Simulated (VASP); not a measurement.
# Ga2O3 (C2/m) in VASP: band structure with PBEsol

Aim: the band structure of Ga2O3 with PBEsol.

Program: VASP 6.6.1. These are calculated values, not measurements. Logs are shortened: lines on timing, memory, paths and dates and some standing lists are left out, and cuts for length are marked.

## Step 1: The structure

Symmetry: C2/m, No. 12, monoclinic system. Conventional cell: a = 12.274 Å, b = 3.049 Å, c = 5.812 Å, α = 90.00°, β = 103.72°, γ = 90.00°. Ga (site symmetry m) has 4 O at 1.84 to 1.87 Å as nearest neighbours. Ga (site symmetry m) has 6 O at 1.94 to 2.08 Å as nearest neighbours. Around O (site symmetry m) lie 3 Ga at 1.84 to 1.95 Å. O (site symmetry m) has 4 Ga at 1.87 to 2.08 Å as nearest neighbours. O (site symmetry m) is surrounded by 3 Ga at 1.84 to 1.94 Å.

## Step 2: Band structure, PBEsol

Contents of INCAR:

```
PREC = Accurate ; ENCUT = 520
EDIFF = 1E-7 ; ISMEAR = 0
SIGMA = 0.03 ; LREAL = False
LASPH = True ; NELM = 80
ALGO = Normal ; ISIF = 2
LWAVE = False ; LCHARG = False
GGA = PS ; NBANDS = 55
ICORELEVEL = 1 ; KPAR = 4
```

Contents of KPOINTS:

```
Automatic mesh
0
Gamma
  10 10 6
```

Contents of POSCAR:

```
Ga2O3                                   
1.0
    6.1372135066     -1.5245740791      0.0077636024
    6.1372135066      1.5245740791      0.0077636024
   -1.3856956690      0.0000000000      5.6439506799
  Ga              O             
     4     6
Direct
     0.0904460712728817    0.0904460712728817    0.7951699098881900
     0.9095539287271183    0.9095539287271183    0.2048300901118099
     0.6587144043756198    0.6587144043756198    0.3141629936152404
     0.3412855956243802    0.3412855956243802    0.6858370063847595
     0.1652143760921523    0.1652143760921523    0.1093128317958439
     0.8347856239078477    0.8347856239078477    0.8906871682041562
     0.1732094773292245    0.1732094773292245    0.5628329862863374
     0.8267905226707757    0.8267905226707757    0.4371670137136625
     0.4962355413631818    0.4962355413631818    0.2560002972435891
     0.5037644586368184    0.5037644586368184    0.7439997027564108
```

Contents of KPOINTS_OPT:

```
explicit points
78
Reciprocal
 0.0000000000  0.5000000000  0.0000000000 1
 0.0000000000  0.4444444444  0.0000000000 1
 0.0000000000  0.3888888889  0.0000000000 1
 0.0000000000  0.3333333333  0.0000000000 1
 0.0000000000  0.2777777778  0.0000000000 1
 0.0000000000  0.2222222222  0.0000000000 1
 0.0000000000  0.1666666667  0.0000000000 1
 0.0000000000  0.1111111111  0.0000000000 1
 0.0000000000  0.0555555556  0.0000000000 1
 0.0000000000  0.0000000000  0.0000000000 1
 0.0000000000  0.0000000000  0.0000000000 1
 0.0000000000  0.0000000000 -0.0555555556 1
 0.0000000000  0.0000000000 -0.1111111111 1
 0.0000000000  0.0000000000 -0.1666666667 1
 0.0000000000  0.0000000000 -0.2222222222 1
 0.0000000000  0.0000000000 -0.2777777778 1
 0.0000000000  0.0000000000 -0.3333333333 1
 0.0000000000  0.0000000000 -0.3888888889 1
 0.0000000000  0.0000000000 -0.4444444444 1
 0.0000000000  0.0000000000 -0.5000000000 1
 0.0000000000  0.5000000000 -0.5000000000 1
 0.0000000000  0.4444444444 -0.4444444444 1
 0.0000000000  0.3888888889 -0.3888888889 1
 0.0000000000  0.3333333333 -0.3333333333 1
 0.0000000000  0.2777777778 -0.2777777778 1
 0.0000000000  0.2222222222 -0.2222222222 1
 0.0000000000  0.1666666667 -0.1666666667 1
 0.0000000000  0.1111111111 -0.1111111111 1
 0.0000000000  0.0555555556 -0.0555555556 1
 0.0000000000  0.0000000000  0.0000000000 1
 0.0000000000  0.0000000000  0.0000000000 1
-0.0555555556 -0.0555555556  0.0555555556 1
-0.1111111111 -0.1111111111  0.1111111111 1
-0.1666666667 -0.1666666667  0.1666666667 1
-0.2222222222 -0.2222222222  0.2222222222 1
-0.2777777778 -0.2777777778  0.2777777778 1
-0.3333333333 -0.3333333333  0.3333333333 1
-0.3888888889 -0.3888888889  0.3888888889 1
-0.4444444444 -0.4444444444  0.4444444444 1
-0.5000000000 -0.5000000000  0.5000000000 1
-0.5000000000  0.0000000000  0.5000000000 1
-0.4444444444  0.0000000000  0.4444444444 1
-0.3888888889  0.0000000000  0.3888888889 1
-0.3333333333  0.0000000000  0.3333333333 1
-0.2777777778  0.0000000000  0.2777777778 1
-0.2222222222  0.0000000000  0.2222222222 1
-0.1666666667  0.0000000000  0.1666666667 1
-0.1111111111  0.0000000000  0.1111111111 1
-0.0555555556  0.0000000000  0.0555555556 1
 0.0000000000  0.0000000000  0.0000000000 1
 0.0000000000  0.0000000000  0.0000000000 1
-0.0555555556 -0.0555555556  0.0000000000 1
-0.1111111111 -0.1111111111  0.0000000000 1
-0.1666666667 -0.1666666667  0.0000000000 1
-0.2222222222 -0.2222222222  0.0000000000 1
-0.2777777778 -0.2777777778  0.0000000000 1
-0.3333333333 -0.3333333333  0.0000000000 1
-0.3888888889 -0.3888888889  0.0000000000 1
-0.4444444444 -0.4444444444  0.0000000000 1
-0.5000000000 -0.5000000000  0.0000000000 1
-0.5000000000  0.0000000000  0.0000000000 1
-0.4444444444  0.0000000000  0.0000000000 1
-0.3888888889  0.0000000000  0.0000000000 1
-0.3333333333  0.0000000000  0.0000000000 1
-0.2777777778  0.0000000000  0.0000000000 1
-0.2222222222  0.0000000000  0.0000000000 1
-0.1666666667  0.0000000000  0.0000000000 1
-0.1111111111  0.0000000000  0.0000000000 1
-0.0555555556  0.0000000000  0.0000000000 1
 0.0000000000  0.0000000000  0.0000000000 1
 0.0000000000  0.0000000000  0.0000000000 1
 0.0000000000  0.5000000000 -0.5000000000 1
-0.5000000000 -0.5000000000  0.0000000000 1
-0.5000000000  0.0000000000  0.5000000000 1
-0.5000000000  0.0000000000  0.0000000000 1
 0.0000000000  0.5000000000  0.0000000000 1
 0.0000000000  0.0000000000 -0.5000000000 1
-0.5000000000 -0.5000000000  0.5000000000 1
```

Potentials or basis: VASP PAW PBE potentials, release 64 (Ga_d, O).

The run is started by

```
$ cat potpaw_PBE.64/Ga_d/POTCAR potpaw_PBE.64/O/POTCAR > POTCAR
$ mpirun -np 4 vasp_std > vasp.out
```

OUTCAR:

```text
PREC = Accurate
   ENCUT = 520
   EDIFF = 1E-7
   ISMEAR = 0
   LREAL = False
   LASPH = True
   NELM = 80
   ISIF = 2
   GGA = PS

 ion  position               nearest neighbor table
   1  0.090  0.090  0.795-   5 1.84  10 1.84  10 1.84   7 1.87
   2  0.910  0.910  0.205-   6 1.84   9 1.84   9 1.84   8 1.87
   3  0.659  0.659  0.314-   9 1.94   5 1.95   5 1.95   8 2.02   7 2.08   7 2.08
   4  0.341  0.341  0.686-  10 1.94   6 1.95   6 1.95   7 2.02   8 2.08   8 2.08
   5  0.165  0.165  0.109-   1 1.84   3 1.95   3 1.95
   6  0.835  0.835  0.891-   2 1.84   4 1.95   4 1.95
   7  0.173  0.173  0.563-   1 1.87   4 2.02   3 2.08   3 2.08
   8  0.827  0.827  0.437-   2 1.87   3 2.02   4 2.08   4 2.08
   9  0.496  0.496  0.256-   2 1.84   2 1.84   3 1.94
  10  0.504  0.504  0.744-   1 1.84   1 1.84   4 1.94

  LATTYP: Found a base centered monoclinic cell.
 ALAT       =    12.2744368342
 B/A-ratio  =     0.2484145056
 C/A-ratio  =     0.4734692813
 COS(beta)  =    -0.2372087458

  Lattice vectors:

 A1 = (   6.1372135066,  -1.5245740791,   0.0077636024)
 A2 = (   6.1372135066,   1.5245740791,   0.0077636024)
 A3 = (  -1.3856956690,   0.0000000000,   5.6439506799)

Analysis of symmetry for initial positions (statically):
=====================================================================
 Subroutine PRICEL returns:
 Original cell was already a primitive cell.

 Routine SETGRP: Setting up the symmetry group for a
 base centered monoclinic supercell.

 Subroutine GETGRP returns: Found  4 space group operations
 (whereof  4 operations were pure point group operations)
 out of a pool of  4 trial point group operations.

The static configuration has the point symmetry C_2h.

Analysis of symmetry for dynamics (positions and initial velocities):
=====================================================================
 Subroutine PRICEL returns:
 Original cell was already a primitive cell.

 Routine SETGRP: Setting up the symmetry group for a
 base centered monoclinic supercell.

 Subroutine GETGRP returns: Found  4 space group operations
 (whereof  4 operations were pure point group operations)
 out of a pool of  4 trial point group operations.

The dynamic configuration has the point symmetry C_2h.

 Subroutine INISYM returns: Found  4 space group operations
 (whereof  4 operations are pure point group operations),
 and found     1 'primitive' translations

----------------------------------------------------------------------------------------

                                     Primitive cell

  volume of cell :     105.6496

  direct lattice vectors                    reciprocal lattice vectors
     6.137213507 -1.524574079  0.007763602     0.081444903 -0.327960449  0.019996250
     6.137213507  1.524574079  0.007763602     0.081444903  0.327960449  0.019996250
    -1.385695669  0.000000000  5.643950680    -0.000224065  0.000000000  0.177125842

  length of vectors
     6.323746992  6.323746992  5.811568787     0.338513188  0.338513188  0.177125983

  position of ions in fractional coordinates (direct lattice)
     0.090446071  0.090446071  0.795169910
     0.909553929  0.909553929  0.204830090
     0.658714404  0.658714404  0.314162994
     0.341285596  0.341285596  0.685837006
     0.165214376  0.165214376  0.109312832
     0.834785624  0.834785624  0.890687168
     0.173209477  0.173209477  0.562832986
     0.826790523  0.826790523  0.437167014
     0.496235541  0.496235541  0.256000297
     0.503764459  0.503764459  0.743999703

  ion indices of the primitive-cell ions
[... 66 lines left out ...]
   number of dos      NEDOS =    301   number of ions     NIONS =     10
   total plane-waves  NPLWV = 110592
   dimension x,y,z NGX =    48 NGY =   48 NGZ =   48
   dimension x,y,z NGXF=    96 NGYF=   96 NGZF=   96
   ions per type =               4   6
   NGX,Y,Z   is equivalent  to a cutoff of  12.62, 12.62, 13.73 a.u.
   NGXF,Y,Z  is equivalent  to a cutoff of  25.24, 25.24, 27.46 a.u.
 SYSTEM =  unknown system
   PREC   = accura    normal or accurate (medium, high low for compatibility)
   ISTART =      0    job   : 0-new  1-cont  2-samecut
   ICHARG =      2    charge: 1-file 2-atom 10-const
   ISPIN  =      1    spin polarized calculation?
   LNONCOLLINEAR =      F non collinear calculations
   LSORBIT =      F    spin-orbit coupling
   LASPH  =      T    aspherical Exc in radial PAW
   ENCUT  =  520.0 eV  38.22 Ry    6.18 a.u.  11.76 11.76 10.81*2*pi/ulx,y,z
   NELM   =     80;   NELMIN=  2; NELMDL= -5     # of ELM steps
   EDIFF  = 0.1E-06   stopping-criterion for ELM
   LREAL  =      F    real-space projection
   EDIFFG = 0.1E-05   stopping-criterion for IOM
   NSW    =      0    number of steps for IOM
   IBRION =     -1    ionic relax: 0-MD 1-quasi-New 2-CG
   NFREE  =      0    steps in history (QN), initial steepest desc. (CG)
   ISIF   =      2    stress and relaxation
   ISYM   =      2    0-nonsym 1-usesym 2-fastsym
   POTIM  = 0.5000    time-step for ionic-motion
   TEBEG  =    0.0;   TEEND  =   0.0 temperature during run
   PSTRESS=    0.0 pullay stress
   NELECT =      88.0000    total number of electrons
   NUPDOWN=      -1.0000    fix difference up-down
   EMIN   =  10.00;   EMAX   =-10.00  energy-range for DOS
   EFERMI =   0.00;   METHOD = LEGACY
   ISMEAR =     0;   SIGMA  =   0.03  broadening in eV -4-tet -1-fermi 0-gaus
   EFERMI_NEDOS =   21; number of points for ismear=-14 and -15
   IALGO  =     38    algorithm
   IMIX   =      4    mixing-type and parameters
     AMIX     =   0.40;   BMIX     =  1.00
     AMIX_MAG =   1.60;   BMIX_MAG =  1.00
  volume/ion in A,a.u.               =      10.56        71.30
  Fermi-wavevector in a.u.,A,eV,Ry     =   1.540328  2.910797 32.281309  2.372609
  Thomas-Fermi vector in A             =   2.646430
   LORBIT       =      0    0 simple, 1 ext, 2 COOP (PROOUT), +10 PAW based schemes
   GGA     = PS    functional components
   LHFCALC =     F    Hartree Fock is set to
   AEXX    =    0.0000 exact exchange contribution
   IVDW    =     0    specifies the selected vdW correction
   LEPSILON=     F    determine dielectric tensor
   LRPA    =     F    only Hartree local field effects (RPA)
 non-spin polarized calculation
 Gauss-broadening in eV      SIGMA  =   0.03
  energy-cutoff  :      520.00
  volume of cell :      105.65
 maximum number of plane-waves:      2870
   NGX = 23   NGY = 23   NGZ = 21

 number of electron      88.0000012 magnetization

 Free energy of the ion-electron system (eV)
  ---------------------------------------------------
  ext. energy  EPLUGINS =         0.00000000
  ---------------------------------------------------
  free energy    TOTEN  =       -63.89574462 eV

  energy without entropy =      -63.89574462  energy(sigma->0) =      -63.89574462

 the core state eigenenergies are
   1-  1s -10217.8995  2s  -1251.2767  2p  -1087.7325  3s   -137.7130  3p    -88.4660

   2-  1s -10217.8995  2s  -1251.2767  2p  -1087.7325  3s   -137.7130  3p    -88.4660

   3-  1s -10217.8165  2s  -1251.0995  2p  -1087.5643  3s   -137.5638  3p    -88.3167

   4-  1s -10217.8165  2s  -1251.0995  2p  -1087.5643  3s   -137.5638  3p    -88.3167

   5-  1s   -500.7007
   6-  1s   -500.7007
   7-  1s   -501.1226
   8-  1s   -501.1226
   9-  1s   -500.9012
  10-  1s   -500.9012

 E-fermi :   3.8805     XC(G=0): -11.8558

 val. band max:        3.6630893286   @ k =   0.5000   0.4000   0.5000
 cond. band min:       5.8839857453   @ k =   0.0000   0.0000   0.0000
 fundamental gap:      2.2208964167
 Fermi energy:         3.8805113487

 k-point     1 :       0.0000    0.0000    0.0000
  band No.  band energies     occupation
      1     -15.1851      2.00000
      2     -14.0016      2.00000
      3     -13.9775      2.00000
      4     -13.8670      2.00000
      5     -13.3903      2.00000
      6     -13.3815      2.00000
[... 1381 lines left out ...]
     54      14.8078      0.00000
     55      16.0348      0.00000

 [... further k-points ...]

------------------------ aborting loop because EDIFF is reached ----------------------------------------

  FORCE on cell =-STRESS in cart. coord.  units (eV):
  Direction    XX          YY          ZZ          XY          YZ          ZX
  --------------------------------------------------------------------------------------
  -------------------------------------------------------------------------------------
  Total        0.1500851      0.1576983      0.1484441      0.0000000      0.0000000      0.0063042
  in kB        2.2760421      2.3914968      2.2511568      0.0000000      0.0000000      0.0956027
  external PRESSURE =       2.3062319 kB  Pullay stress =       0.0000000 kB

 VOLUME and BASIS-vectors are now :
 -----------------------------------------------------------------------------
  energy-cutoff  :      520.00
  volume of cell :      105.65
      direct lattice vectors                 reciprocal lattice vectors
     6.137213507 -1.524574079  0.007763602     0.081444903 -0.327960449  0.019996250
     6.137213507  1.524574079  0.007763602     0.081444903  0.327960449  0.019996250
    -1.385695669  0.000000000  5.643950680    -0.000224065  0.000000000  0.177125842

 POSITION                                       TOTAL-FORCE (eV/Angst)
 -----------------------------------------------------------------------------------
      0.00831      0.00000      4.48930         0.000260      0.000000     -0.000523
     10.88042      0.00000      1.17017        -0.000260      0.000000      0.000523
      7.65001      0.00000      1.78335         0.001626      0.000000      0.000633
      3.23872      0.00000      3.87613        -0.001626      0.000000     -0.000633
      1.87644      0.00000      0.61952         0.003935      0.000000     -0.000303
      9.01229      0.00000      5.03996        -0.003935      0.000000      0.000303
      1.34613      0.00000      3.17929         0.000895      0.000000     -0.003018
      9.54260      0.00000      2.48019        -0.000895      0.000000      0.003018
      5.73627      0.00000      1.45256         0.001531      0.000000     -0.001149
      5.15246      0.00000      4.20692        -0.001531      0.000000      0.001149
 -----------------------------------------------------------------------------------
    total drift:                                0.000000      0.000000      0.000000

  FREE ENERGIE OF THE ION-ELECTRON SYSTEM (eV)
  ---------------------------------------------------
  free  energy   TOTEN  =       -63.8957446197 eV

  energy  without entropy=      -63.8957446197  energy(sigma->0) =      -63.89574462
```

Run time: 12 min. Hardware: 4 MPI ranks of Intel Xeon Platinum 8259CL at 2.50GHz (Skylake/Cascade Lake), shared host; peak memory 1.2 GiB.

Results:

```
Free energy             : -63.8957 eV
Pressure                : 0.2 GPa
Largest force           : 0.004 eV/Å
Band gap on the k mesh  : 2.22 eV, indirect (least direct gap 2.24 eV)
Band gap along the path : 2.24 eV, indirect (least direct gap 2.24 eV)
```

Forces in eV/Å, atoms in the order of the input:
```
Ga   0.000  0.000 -0.001
Ga   0.000  0.000  0.001
Ga   0.002  0.000  0.001
Ga  -0.002  0.000 -0.001
O    0.004  0.000  0.000
O   -0.004  0.000  0.000
O    0.001  0.000 -0.003
O   -0.001  0.000  0.003
O    0.002  0.000 -0.001
O   -0.002  0.000  0.001
```

Levels at the corners of the path, in eV from the valence-band top:
| point | band 42 | band 43 | band 44 | band 45 | band 46 | band 47 |
| --- | --- | --- | --- | --- | --- | --- |
| X | -0.71 | -0.46 | -0.10 | 5.48 | 6.36 | 7.07 |
| Γ | -0.48 | -0.28 | -0.01 | 2.24 | 5.54 | 6.54 |
| Γ | -0.48 | -0.28 | -0.01 | 2.24 | 5.54 | 6.54 |
| Y | -0.64 | -0.50 | -0.29 | 4.62 | 4.76 | 6.57 |
| L | -1.05 | -0.73 | -0.64 | 6.74 | 6.77 | 7.67 |
| Γ | -0.48 | -0.28 | -0.01 | 2.24 | 5.54 | 6.54 |
| Γ | -0.48 | -0.28 | -0.01 | 2.24 | 5.54 | 6.54 |
| Z | -0.61 | -0.59 | 0.00 | 5.03 | 5.16 | 6.08 |
| N | -1.05 | -0.73 | -0.64 | 6.74 | 6.77 | 7.67 |
| Γ | -0.48 | -0.28 | -0.01 | 2.24 | 5.54 | 6.54 |
| Γ | -0.48 | -0.28 | -0.01 | 2.24 | 5.54 | 6.54 |
| M | -0.67 | -0.41 | -0.14 | 4.43 | 4.67 | 5.64 |
| R | -0.71 | -0.46 | -0.10 | 5.48 | 6.36 | 7.07 |
| Γ | -0.48 | -0.28 | -0.01 | 2.24 | 5.54 | 6.54 |

Core levels (eV, on the scale of the bands):
```tsv
atom	levels
1 Ga	1s -10217.9, 2s -1251.3, 2p -1087.7, 3s -137.7, 3p -88.5
2 Ga	1s -10217.9, 2s -1251.3, 2p -1087.7, 3s -137.7, 3p -88.5
3 Ga	1s -10217.8, 2s -1251.1, 2p -1087.6, 3s -137.6, 3p -88.3
4 Ga	1s -10217.8, 2s -1251.1, 2p -1087.6, 3s -137.6, 3p -88.3
5 O	1s -500.7
6 O	1s -500.7
```

Caveat: the PAW data sets were made with another functional, which shifts forces and pressure a little. PBEsol gaps usually lie below the measured ones, often by a third to a half.
